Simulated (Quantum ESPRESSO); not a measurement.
# Ba (Im-3m) in Quantum ESPRESSO: notebook

The runs below take Ba through band structure, single point, equation of state, with PBE, rev-vdW-DF2.

All numbers are computed with Quantum ESPRESSO 7.5; they aren't measurements. Logs are shortened: lines on timing, memory, paths and dates and some standing lists are left out, and cuts for length are marked.

## 1. The structure

Symmetry: Im-3m, No. 229, cubic system. Conventional cell: a = 5.013 Å, b = 5.013 Å, c = 5.013 Å, α = 90.00°, β = 90.00°, γ = 90.00°. Ba (site symmetry m-3m) has 8 Ba at 4.34 Å as nearest neighbours.

## 2. Band structure, PBE

Input file pw.in:

```
&CONTROL
  calculation = 'scf'
  prefix = 'pwscf'
  outdir = './tmp'
  pseudo_dir = './pseudo'
  tprnfor = .true.
  tstress = .true.
  disk_io = 'low'
/
&SYSTEM
  ibrav = 0
  nat = 1
  ntyp = 1
  ecutwfc = 44
  nbnd = 10
  occupations = 'smearing'
  smearing = 'fd'
  degauss = 0.00367493
/
&ELECTRONS
  conv_thr = 2d-10
  electron_maxstep = 120
  mixing_beta = 0.5
/
ATOMIC_SPECIES
Ba   137.3270 Ba.upf
CELL_PARAMETERS angstrom
  -2.5065000000    2.5065000000    2.5065000000
   2.5065000000   -2.5065000000    2.5065000000
   2.5065000000    2.5065000000   -2.5065000000
ATOMIC_POSITIONS angstrom
Ba     0.0000000000    0.0000000000    0.0000000000
K_POINTS automatic
8 8 8 0 0 0
```

Input file pp_density.in:

```
&INPUTPP
  prefix = 'pwscf'
  outdir = './tmp'
  filplot = 'density.dat'
  plot_num = 0
/
&PLOT
  nfile = 1
  filepp(1) = 'density.dat'
  iflag = 3
  output_format = 6
  fileout = 'density.cube'
/
```

Input file pp_potential.in:

```
&INPUTPP
  prefix = 'pwscf'
  outdir = './tmp'
  filplot = 'potential.dat'
  plot_num = 11
/
&PLOT
  nfile = 1
  filepp(1) = 'potential.dat'
  iflag = 3
  output_format = 6
  fileout = 'potential.cube'
/
```

Input file pp_elf.in:

```
&INPUTPP
  prefix = 'pwscf'
  outdir = './tmp'
  filplot = 'elf.dat'
  plot_num = 8
/
&PLOT
  nfile = 1
  filepp(1) = 'elf.dat'
  iflag = 3
  output_format = 6
  fileout = 'elf.cube'
/
```

Input file bands.in:

```
&CONTROL
  calculation = 'bands'
  prefix = 'pwscf'
  outdir = './tmp'
  pseudo_dir = './pseudo'
  disk_io = 'low'
  verbosity = 'high'
/
&SYSTEM
  ibrav = 0
  nat = 1
  ntyp = 1
  ecutwfc = 44
  nbnd = 10
  occupations = 'smearing'
  smearing = 'fd'
  degauss = 0.00367493
/
&ELECTRONS
  conv_thr = 1d-08
  electron_maxstep = 120
  mixing_beta = 0.5
  diago_full_acc = .true.
/
ATOMIC_SPECIES
Ba   137.3270 Ba.upf
CELL_PARAMETERS angstrom
  -2.5065000000    2.5065000000    2.5065000000
   2.5065000000   -2.5065000000    2.5065000000
   2.5065000000    2.5065000000   -2.5065000000
ATOMIC_POSITIONS angstrom
Ba     0.0000000000    0.0000000000    0.0000000000
K_POINTS crystal
60
 0.0000000000  0.0000000000  0.0000000000 1
 0.0416666667 -0.0416666667  0.0416666667 1
 0.0833333333 -0.0833333333  0.0833333333 1
 0.1250000000 -0.1250000000  0.1250000000 1
 0.1666666667 -0.1666666667  0.1666666667 1
 0.2083333333 -0.2083333333  0.2083333333 1
 0.2500000000 -0.2500000000  0.2500000000 1
 0.2916666667 -0.2916666667  0.2916666667 1
 0.3333333333 -0.3333333333  0.3333333333 1
 0.3750000000 -0.3750000000  0.3750000000 1
 0.4166666667 -0.4166666667  0.4166666667 1
 0.4583333333 -0.4583333333  0.4583333333 1
 0.5000000000 -0.5000000000  0.5000000000 1
 0.4375000000 -0.4375000000  0.5000000000 1
 0.3750000000 -0.3750000000  0.5000000000 1
 0.3125000000 -0.3125000000  0.5000000000 1
 0.2500000000 -0.2500000000  0.5000000000 1
 0.1875000000 -0.1875000000  0.5000000000 1
 0.1250000000 -0.1250000000  0.5000000000 1
 0.0625000000 -0.0625000000  0.5000000000 1
 0.0000000000  0.0000000000  0.5000000000 1
 0.0000000000  0.0000000000  0.4444444444 1
 0.0000000000  0.0000000000  0.3888888889 1
 0.0000000000  0.0000000000  0.3333333333 1
 0.0000000000  0.0000000000  0.2777777778 1
 0.0000000000  0.0000000000  0.2222222222 1
 0.0000000000  0.0000000000  0.1666666667 1
 0.0000000000  0.0000000000  0.1111111111 1
 0.0000000000  0.0000000000  0.0555555556 1
 0.0000000000  0.0000000000  0.0000000000 1
 0.0227272727  0.0227272727  0.0227272727 1
 0.0454545455  0.0454545455  0.0454545455 1
 0.0681818182  0.0681818182  0.0681818182 1
 0.0909090909  0.0909090909  0.0909090909 1
 0.1136363636  0.1136363636  0.1136363636 1
 0.1363636364  0.1363636364  0.1363636364 1
 0.1590909091  0.1590909091  0.1590909091 1
 0.1818181818  0.1818181818  0.1818181818 1
 0.2045454545  0.2045454545  0.2045454545 1
 0.2272727273  0.2272727273  0.2272727273 1
 0.2500000000  0.2500000000  0.2500000000 1
 0.2708333333  0.1875000000  0.2708333333 1
 0.2916666667  0.1250000000  0.2916666667 1
 0.3125000000  0.0625000000  0.3125000000 1
 0.3333333333  0.0000000000  0.3333333333 1
 0.3541666667 -0.0625000000  0.3541666667 1
 0.3750000000 -0.1250000000  0.3750000000 1
 0.3958333333 -0.1875000000  0.3958333333 1
 0.4166666667 -0.2500000000  0.4166666667 1
 0.4375000000 -0.3125000000  0.4375000000 1
 0.4583333333 -0.3750000000  0.4583333333 1
 0.4791666667 -0.4375000000  0.4791666667 1
 0.5000000000 -0.5000000000  0.5000000000 1
 0.2500000000  0.2500000000  0.2500000000 1
 0.2083333333  0.2083333333  0.2916666667 1
 0.1666666667  0.1666666667  0.3333333333 1
 0.1250000000  0.1250000000  0.3750000000 1
 0.0833333333  0.0833333333  0.4166666667 1
 0.0416666667  0.0416666667  0.4583333333 1
 0.0000000000  0.0000000000  0.5000000000 1
```

Potentials or basis: PseudoDojo 0.4.1 SR PBE standard.

The run is started by

```sh
$ OMP_NUM_THREADS=1 pw.x -in pw.in > pw.out
$ OMP_NUM_THREADS=1 pp.x -in pp_density.in > pp_density.out
$ OMP_NUM_THREADS=1 pp.x -in pp_potential.in > pp_potential.out
$ OMP_NUM_THREADS=1 pp.x -in pp_elf.in > pp_elf.out
$ OMP_NUM_THREADS=1 pw.x -in bands.in > bands.out
```

pw.out:

```text
This program is part of the open-source Quantum ESPRESSO suite
     for quantum simulation of materials; please cite
[... 9 lines left out ...]
     --------------------
     sticks:   dense  smooth     PW     G-vecs:    dense   smooth      PW
     Sum         889     889    307                16757    16757    3367

     Using Slab Decomposition

     bravais-lattice index     =            0
     lattice parameter (alat)  =       8.2040  a.u.
     unit-cell volume          =     425.0693 (a.u.)^3
     number of atoms/cell      =            1
     number of atomic types    =            1
     number of electrons       =        10.00
     number of Kohn-Sham states=           10
     kinetic-energy cutoff     =      44.0000  Ry
     charge density cutoff     =     176.0000  Ry
     scf convergence threshold =      2.0E-10
     mixing beta               =       0.5000
     number of iterations used =            8  plain     mixing
     Exchange-correlation= PBE
                           (   1   4   3   4   0   0   0)

     celldm(1)=   8.204029  celldm(2)=   0.000000  celldm(3)=   0.000000
     celldm(4)=   0.000000  celldm(5)=   0.000000  celldm(6)=   0.000000

     crystal axes: (cart. coord. in units of alat)
               a(1) = (  -0.577350   0.577350   0.577350 )
               a(2) = (   0.577350  -0.577350   0.577350 )
               a(3) = (   0.577350   0.577350  -0.577350 )

     reciprocal axes: (cart. coord. in units 2 pi/alat)
               b(1) = ( -0.000000  0.866025  0.866025 )
               b(2) = (  0.866025 -0.000000  0.866025 )
               b(3) = (  0.866025  0.866025  0.000000 )

     PseudoPot. # 1 for Ba read from file:
     Ba.upf
     Pseudo is Norm-conserving + core correction, Zval = 10.0
     Generated using ONCVPSP code by D. R. Hamann
     Using radial grid of 1958 points,  6 beta functions with:
                l(1) =   0
                l(2) =   0
                l(3) =   1
                l(4) =   1
                l(5) =   2
                l(6) =   2

     atomic species   valence    mass     pseudopotential
     Ba               10.00   137.32700     Ba( 1.00)

     48 Sym. Ops., with inversion, found

   Cartesian axes

     site n.     atom                  positions (alat units)
         1        Ba     tau(   1) = (   0.0000000   0.0000000   0.0000000  )

     number of k points=    29  Fermi-Dirac smearing, width (Ry)=  0.0037
                       cart. coord. in units 2pi/alat
        k(    1) = (   0.0000000   0.0000000   0.0000000), wk =   0.0039062
        k(    2) = (   0.1082532   0.1082532   0.0000000), wk =   0.0468750
        k(    3) = (   0.2165064   0.2165064   0.0000000), wk =   0.0468750
        k(    4) = (   0.3247595   0.3247595   0.0000000), wk =   0.0468750
        k(    5) = (  -0.4330127  -0.4330127   0.0000000), wk =   0.0234375
        k(    6) = (   0.2165064   0.1082532   0.1082532), wk =   0.0937500
[... 21 lines left out ...]
        k(   28) = (  -0.8660254  -0.1082532  -0.1082532), wk =   0.0468750
        k(   29) = (  -0.8660254  -0.8660254  -0.8660254), wk =   0.0039062

     Dense  grid:    16757 G-vectors     FFT dimensions: (  36,  36,  36)

     Initial potential from superposition of free atoms

     starting charge       9.9834, renormalised to      10.0000
     Starting wfcs are    5 randomized atomic wfcs +    5 random wfcs

     Self-consistent Calculation

     iteration #  1     ecut=    44.00 Ry     beta= 0.50
     Davidson diagonalization with overlap
     ethr =  1.00E-02,  avg # of iterations =  7.8

     Threshold (ethr) on eigenvalues was too large:
     Diagonalizing with lowered threshold

     Davidson diagonalization with overlap
     ethr =  9.01E-06,  avg # of iterations =  6.5

     total energy              =     -56.18064632 Ry
     estimated scf accuracy    <       0.00093232 Ry

     iteration #  2     ecut=    44.00 Ry     beta= 0.50
     Davidson diagonalization with overlap
     ethr =  9.32E-06,  avg # of iterations =  1.0

     total energy              =     -56.18078838 Ry
     estimated scf accuracy    <       0.00022898 Ry

     iteration #  3     ecut=    44.00 Ry     beta= 0.50
     Davidson diagonalization with overlap
     ethr =  2.29E-06,  avg # of iterations =  2.2

     total energy              =     -56.18080952 Ry
     estimated scf accuracy    <       0.00000669 Ry

     iteration #  4     ecut=    44.00 Ry     beta= 0.50
     Davidson diagonalization with overlap
     ethr =  6.69E-08,  avg # of iterations =  2.1

     total energy              =     -56.18081081 Ry
     estimated scf accuracy    <       0.00000016 Ry

     iteration #  5     ecut=    44.00 Ry     beta= 0.50
     Davidson diagonalization with overlap
     ethr =  1.59E-09,  avg # of iterations =  2.7

     total energy              =     -56.18081082 Ry
     estimated scf accuracy    <       0.00000015 Ry

     iteration #  6     ecut=    44.00 Ry     beta= 0.50
     Davidson diagonalization with overlap
     ethr =  1.50E-09,  avg # of iterations =  2.0

     total energy              =     -56.18081085 Ry
     estimated scf accuracy    <          6.1E-10 Ry

     iteration #  7     ecut=    44.00 Ry     beta= 0.50
     Davidson diagonalization with overlap
     ethr =  6.10E-12,  avg # of iterations =  3.4

     End of self-consistent calculation

          k = 0.0000 0.0000 0.0000 (  2123 PWs)   bands (ev):

   -23.0175  -7.9560  -7.9560  -7.9560   3.1336   7.7175   7.7175   7.7175
     9.1180   9.1180

          k = 0.1083 0.1083 0.0000 (  2096 PWs)   bands (ev):

   -23.0112  -8.0277  -7.9781  -7.9564   3.4198   7.4901   7.5590   8.0103
     8.8255   9.0996

          k = 0.2165 0.2165 0.0000 (  2090 PWs)   bands (ev):

   -22.9960  -8.1940  -8.0308  -7.9575   4.1423   7.0361   7.0511   8.8559
     8.8712   9.1629

          k = 0.3248 0.3248 0.0000 (  2094 PWs)   bands (ev):

   -22.9807  -8.3517  -8.0824  -7.9587   4.8190   6.7040   6.8720   9.1096
     9.4267  10.1264

          k =-0.4330-0.4330 0.0000 (  2098 PWs)   bands (ev):

   -22.9743  -8.4148  -8.1035  -7.9592   4.9930   6.5779   7.1228   9.0878
     9.6688  11.3683

          k = 0.2165 0.1083 0.1083 (  2102 PWs)   bands (ev):

   -23.0005  -8.1417  -8.0044  -7.9732   3.9356   7.1459   7.1976   8.6053
     8.6134   9.3079

          k = 0.3248 0.2165 0.1083 (  2099 PWs)   bands (ev):

   -22.9852  -8.2849  -8.0687  -7.9807   4.7197   6.6899   6.8630   8.7669
     9.5292   9.6905

          k = 0.4330 0.3248 0.1083 (  2094 PWs)   bands (ev):

   -22.9743  -8.3794  -8.1191  -7.9831   5.1749   6.5897   6.8585   8.9611
     9.6617  10.9265

          k = 0.4330 0.2165 0.2165 (  2105 PWs)   bands (ev):

   -22.9743  -8.3319  -8.1493  -8.0045   5.4466   6.3649   6.7501   8.9331
     9.5354  10.8345

          k = 0.5413 0.3248 0.2165 (  2107 PWs)   bands (ev):

   -22.9698  -8.3304  -8.2076  -8.0104   5.7448   6.4482   6.5859   9.0889
     9.6028  10.8447

          k = 0.2165 0.2165 0.2165 (  2091 PWs)   bands (ev):

   -22.9891  -8.2595  -8.0131  -8.0131   4.6037   6.7234   6.7234   9.1990
     9.1990   9.6891

          k = 0.3248 0.3248 0.2165 (  2095 PWs)   bands (ev):

   -22.9776  -8.3306  -8.0983  -8.0219   5.3682   6.4890   6.5391   9.3421
     9.5668  10.8103

          k = 0.4330 0.4330 0.2165 (  2080 PWs)   bands (ev):

   -22.9729  -8.3479  -8.1453  -8.0255   5.5736   6.4165   6.8018   9.3597
     9.7177  10.8885

          k = 0.0000 0.0000 0.2165 (  2078 PWs)   bands (ev):

   -23.0052  -8.0484  -8.0008  -8.0008   3.6939   7.5895   7.5895   8.0029
     8.0634   9.4944

          k = 0.4330 0.3248 0.3248 (  2097 PWs)   bands (ev):

   -22.9723  -8.2948  -8.1756  -8.0659   6.0016   6.3746   6.5102   9.5696
     9.6739  10.3357

          k = 0.0000-0.1083 0.3248 (  2086 PWs)   bands (ev):

   -22.9905  -8.1895  -8.0548  -8.0112   4.3888   7.0078   7.2934   8.0375
     8.7484   9.6794

          k =-0.0000-0.2165 0.4330 (  2100 PWs)   bands (ev):

   -22.9758  -8.3357  -8.1077  -8.0089   5.0681   6.6209   6.9816   8.3816
     9.6653  10.0187

          k = 0.1083-0.1083 0.4330 (  2095 PWs)   bands (ev):

   -22.9764  -8.2811  -8.1229  -8.0385   5.0938   6.4844   7.2421   8.1510
     9.3656   9.7911

          k =-0.8660-0.3248-0.3248 (  2110 PWs)   bands (ev):

   -22.9697  -8.3947  -8.1292  -8.0076   5.2482   6.7361   6.8650   8.2996
     9.9531  11.0294

          k =-0.7578-0.2165-0.3248 (  2101 PWs)   bands (ev):

   -22.9664  -8.3472  -8.1835  -8.0404   5.5945   6.3138   6.9318   8.3944
     9.5878  11.0454

          k =-0.6495-0.2165-0.2165 (  2103 PWs)   bands (ev):

   -22.9624  -8.2878  -8.2878  -8.0449   6.1549   6.1549   6.3938   9.2202
     9.2202  10.9354

          k = 0.4330 0.4330 0.4330 (  2112 PWs)   bands (ev):

   -22.9715  -8.1865  -8.1865  -8.1865   6.4040   6.4040   6.4040   9.6418
     9.7688   9.7688

          k = 0.0000 0.0000 0.4330 (  2070 PWs)   bands (ev):

   -22.9772  -8.2030  -8.1118  -8.1118   4.9800   6.6232   7.7469   7.7469
     8.8149   9.5037

          k =-0.0000-0.1083 0.5413 (  2081 PWs)   bands (ev):

   -22.9639  -8.2976  -8.1676  -8.1257   5.5325   6.1085   7.7512   7.9686
     9.4134   9.8230

          k =-0.8660-0.2165-0.2165 (  2084 PWs)   bands (ev):

   -22.9584  -8.3455  -8.1904  -8.1212   5.6536   6.0534   7.6885   7.7782
    10.2451  10.8479

          k =-0.7578-0.1083-0.2165 (  2081 PWs)   bands (ev):

   -22.9550  -8.3084  -8.2444  -8.1402   5.7688   5.8000   7.4669   8.8208
     9.4791  11.0221

          k =-0.0000-0.0000 0.6495 (  2062 PWs)   bands (ev):

   -22.9520  -8.2706  -8.2262  -8.2262   5.5973   5.6676   8.6613   8.6613
     9.1981   9.9411

          k =-0.8660-0.1083-0.1083 (  2076 PWs)   bands (ev):

   -22.9470  -8.2954  -8.2501  -8.2304   5.4965   5.5305   8.7415   8.9302
    10.2372  10.6821

          k =-0.8660-0.8660-0.8660 (  2046 PWs)   bands (ev):

   -22.9423  -8.2744  -8.2744  -8.2744   5.3401   5.3401  10.1881  10.1881
    10.1882  10.6173

     the Fermi energy is     5.8642 ev

!    total energy              =     -56.18081085 Ry
     estimated scf accuracy    <          3.5E-11 Ry
     smearing contrib. (-TS)   =      -0.00058445 Ry
     internal energy E=F+TS    =     -56.18022640 Ry

     The total energy is F=E-TS. E is the sum of the following terms:
     one-electron contribution =     -13.10530741 Ry
     hartree contribution      =       8.58595915 Ry
     xc contribution           =     -13.24477184 Ry
     ewald contribution        =     -38.41610630 Ry

     convergence has been achieved in   7 iterations

     Forces acting on atoms (cartesian axes, Ry/au):

     atom    1 type  1   force =     0.00000000    0.00000000    0.00000000

     Total force =     0.000000     Total SCF correction =     0.000000

     Computing stress (Cartesian axis) and pressure

          total   stress  (Ry/bohr**3)                   (kbar)     P=        0.18
   0.00000121  -0.00000000  -0.00000000            0.18       -0.00       -0.00
  -0.00000000   0.00000121  -0.00000000           -0.00        0.18       -0.00
  -0.00000000  -0.00000000   0.00000121           -0.00       -0.00        0.18

=------------------------------------------------------------------------------=
   JOB DONE.
=------------------------------------------------------------------------------=
```

Wall time 24 s (1 thread of Arm Neoverse V1, shared host); peak memory 0.09 GiB.

What came out:

```yaml
Free_energy: -764.3789 eV
Pressure: 0.0 GPa
Band_gap_on_the_k_mesh: none (metal or under the smearing width)
```

Levels at the corners of the path, in eV from the Fermi level:
| point | band 2 | band 3 | band 4 | band 5 | band 6 | band 7 | band 8 | band 9 |
| --- | --- | --- | --- | --- | --- | --- | --- | --- |
| Γ | -13.82 | -13.82 | -13.82 | -2.73 | 1.85 | 1.85 | 1.85 | 3.25 |
| H | -14.14 | -14.14 | -14.14 | -0.52 | -0.52 | 4.32 | 4.32 | 4.32 |
| N | -14.28 | -13.97 | -13.82 | -0.87 | 0.71 | 1.26 | 3.22 | 3.80 |
| Γ | -13.82 | -13.82 | -13.82 | -2.73 | 1.85 | 1.85 | 1.85 | 3.25 |
| P | -14.05 | -14.05 | -14.05 | 0.54 | 0.54 | 0.54 | 3.78 | 3.90 |
| H | -14.14 | -14.14 | -14.14 | -0.52 | -0.52 | 4.32 | 4.32 | 4.32 |
| P | -14.05 | -14.05 | -14.05 | 0.54 | 0.54 | 0.54 | 3.78 | 3.90 |
| N | -14.28 | -13.97 | -13.82 | -0.87 | 0.71 | 1.26 | 3.22 | 3.80 |

Caveat: this release of the barium file is off; spin-orbit coupling is left out, which moves the levels of the heavy elements.

(Part 1 of 3 ends here.)
